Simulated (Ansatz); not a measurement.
Take a crystal in which Cs has been replaced by Rb on all its sites, with the cell rescaled by a rough guess (in some cases also distorted within its space group) and nothing relaxed:

```
CELL_PARAMETERS angstrom
4.27328 0.00000 0.00000
0.00000 4.27328 0.00000
0.00000 0.00000 4.27328
ATOMIC_POSITIONS crystal
Rb 0.00000 0.00000 0.00000
Br 0.50000 0.50000 0.50000
```

Computed with Ansatz 0.2.0, DFT PBEsol, scalar-relativistic, plane waves, PAW.

Settings: cutoff 420 eV, Γ-centred mesh 6×6×6 on the computed 2-atom cell, Gaussian smearing of 0.02 eV; no spin polarisation.

Question: Will this cell want to expand or contract, and how hard?

Answer: The pressure is -1.7 GPa (positive in compression), so the cell would contract.

Question: Is it a metal on this mesh?

Answer: No: the gap is 3.60 eV, the least direct gap 3.75 eV.

Question: What is its energy against the elements in their standard states?

Answer: -1.683 eV/atom at this unrelaxed geometry, with the elements in the same functional.

This CsCl-type form isn't the usual stable structure of the compound.